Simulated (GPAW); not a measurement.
# Si2W in GPAW: the effect of volume over the given one

Si2W:

```xyz
3
Lattice="-1.5399 1.5399 3.7516 1.5399 -1.5399 3.7516 1.5399 1.5399 -3.7516" Properties=species:S:1:pos:R:3 pbc="T T T"
W     0.0000    0.0000    0.0000
Si    0.0000    0.0000    4.9919
Si    0.0000    0.0000    2.5113
```

| Quantity | Value |
| --- | --- |
| Program | GPAW 26.7.0 |
| Functional | RPBE |
| Potentials or basis | the program's PAW data sets (release 1.2.1) made for this functional |
| Cutoff | 510 eV |
| Basis | pw |
| k mesh | 7 × 7 × 7 |
| Occupations | fermi-dirac, width 0.05 eV |
| Spin | no spin polarisation |
| Task of each run | phonons |

The series moves volume over the given one from these settings.

```tsv
volume over the given one	lowest optical (cm^-1)	pressure (GPa)	highest frequency (cm^-1)	energy per atom (eV/atom)
1	266.7	6.828	459.4	-7.374
0.96	288.4	17.65	486.9	-7.333
1.04	246.1	-1.926	434.1	-7.381
0.92	?	?	?	?
1.08	226.4	-8.988	410.7	-7.363
0.88	335.5	47.58	549.2	-7.12
```

Question: What does the run at 0.92 give?

Answer: Lowest optical (cm^-1) 311.3; pressure (GPa) 31.03; highest frequency (cm^-1) 516.8; energy per atom (eV/atom) -7.252.

Worked out: A parabola through the other rows of the lowest optical, of slope -592 cm^-1 per unit of volume over the given one there, gives 312 cm^-1, against the run's 311. A parabola through the other rows of the pressure, of slope -369 GPa per unit of volume over the given one there, gives 31.6 GPa, against the run's 31.0. A parabola through the other rows of the highest frequency, of slope -778 cm^-1 per unit of volume over the given one there, gives 517 cm^-1, against the run's 517.

Caveat: the k mesh is coarse (spacing up to 0.41 Å⁻¹), so the values aren't converged.
